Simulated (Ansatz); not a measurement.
# BeO, response to strain

Base system: BeO in the wurtzite structure (space group P6_3mc, No. 186; a = 2.690 Å, c = 4.370 Å). Axes: x lies along a and z along c of the hexagonal cell.

Strains are applied to the cell and any free atomic positions relax; under biaxial strain the out-of-plane vector relaxes too; under stress the whole cell relaxes.

The values are results of Ansatz (a first-principles code), r2SCAN, PAW, cutoff 500 eV, no spin-orbit coupling, not measurements.

Notes on the quantities. pressure: mean of the normal stresses, compression positive.

| change | band gap | volume per atom | pressure |
|---|---|---|---|
| base | 8.55 eV | 6.85 Å³ | 0.00 GPa |
| biaxial strain −4.06 %, plane normal [001], relaxed out of plane | 9.03 eV | 6.39 Å³ | 18.11 GPa |
| biaxial strain −0.79 %, plane normal [001], relaxed out of plane | 8.70 eV | 6.76 Å³ | 3.04 GPa |
| biaxial strain +1.95 %, plane normal [001], relaxed out of plane | 8.12 eV | 7.07 Å³ | -6.63 GPa |
| isotropic strain −0.91 % | 8.86 eV | 6.66 Å³ | 6.50 GPa |
| isotropic strain +3.99 % | 7.32 eV | 7.70 Å³ | -21.24 GPa |
| uniaxial strain ε_yy = −3.33 % | 8.78 eV | 6.62 Å³ | 8.15 GPa |
| uniaxial strain ε_yy = +0.87 % | 8.44 eV | 6.91 Å³ | -1.92 GPa |
| uniaxial stress, 8 GPa compression along x | 8.60 eV | 6.77 Å³ | – |
| tensor shear ε_yz = −1.68 % | 8.46 eV | 6.85 Å³ | 0.07 GPa |

Beyond what the load breaks, stability against distortions was not tested.
